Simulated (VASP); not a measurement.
LiH: relaxation of cell and atoms with r2SCAN+rVV10

Crystal: LiH.

```
Li H
1.0
     0.00000   -2.03250   -2.03250
     0.00000    2.03250   -2.03250
     4.06500    0.00000    0.00000
Li H
2 2
Cartesian
  2.0700 -0.0539 -2.0855
  4.0275 -1.9786 -1.9795
  3.8600 0.1179 -2.1329
  2.2375 1.9146 -1.9321
```

The cell isn't the ideal one: a zone-boundary wave of random shape, sigma 0.1 Å.

* Program: VASP 6.6.1
* Task: relaxation of cell and atoms
* Functional: r2SCAN
* Dispersion: rVV10
* Potentials or basis: VASP PAW PBE potentials, release 64 (Li_sv, H)
* Cutoff: 600 eV
* k mesh: 9 × 9 × 7
* Occupations: gaussian, width 0.05 eV
* Spin: no spin polarisation
* Further INCAR settings: ALGO = Normal; EDIFF = 1e-07; IBRION = 2; EDIFFG = -0.005; NSW = 40; ISIF = 3

* Relaxed volume: 7.90 Å³/atom
* Relaxed cell: a = 2.820 Å, b = 2.817 Å, c = 3.980 Å, α = 90.03°, β = 90.00°, γ = 90.00°
* Space group after relaxing (to 0.05 Å): Fm-3m (No. 225)
* Energy gained by relaxing: 63.1 meV/atom
* Ionic steps: 14
* Pressure after relaxing: 0.0 GPa
* Largest force after relaxing: 0.004 eV/Å
* Band gap on the k mesh: 3.54 eV, direct

Forces in eV/Å, atoms in the order of the input:
```
Li   0.000  0.003 -0.002
Li   0.000 -0.003  0.002
H    0.001 -0.003  0.000
H   -0.001  0.003  0.000
```

Step by step:
```tsv
step	energy change (eV)	largest force (eV/Å)	pressure (GPa)	volume (Å³)
1	0.0000	0.9111	-0.59	33.59
2	-0.0786	0.7252	-0.85	33.43
3	-0.2045	0.2991	-1.13	33.03
4	-0.1298	0.5861	-0.17	32.21
5	-0.2248	0.1669	-1.06	32.76
6	-0.2385	0.1239	-0.57	32.25
7	-0.2426	0.1681	1.20	30.73
8	-0.2486	0.0788	0.16	31.47
9	-0.2489	0.0759	0.32	31.34
10	-0.2516	0.0427	0.08	31.49
11	-0.2523	0.0205	-0.03	31.62
12	-0.2525	0.0100	0.00	31.61
13	-0.2525	0.0099	0.00	31.61
14	-0.2525	0.0039	0.02	31.61
```

Final structure:
```
Li H
1.0
     0.00003   -1.99368   -1.99379
    -0.00071    1.99168   -1.99175
     3.97977   -0.00086    0.00073
Li H
2 2
Direct
  0.50006 0.49803 0.49992
  0.99994 0.00197 0.00008
  0.49975 0.50069 0.99995
  0.00025 0.99931 0.50005
```

Levels at points of the mesh, in eV from the valence-band top:
| k point | band 1 | band 2 | band 3 | band 4 | band 5 | band 6 | band 7 | band 8 |
| --- | --- | --- | --- | --- | --- | --- | --- | --- |
| (0.00, 0.00, 0.00) | -45.68 | -45.62 | -5.54 | 0.00 | 3.54 | 11.76 | 11.80 | 15.09 |

Run time: 30 min on 1 thread of Intel(R) Xeon(R) Platinum 8488C (Sapphire Rapids), on a shared host, peak memory 0.3 GiB.

Caveat: the cutoff is under 1.25 times the usual one of these potentials, so pressure, stress and relaxed cells hold a basis-set (Pulay) error; the PAW data sets were made with another functional, which shifts forces and pressure a little; an odd mesh through Γ misses points on the zone boundary, where band edges often lie.
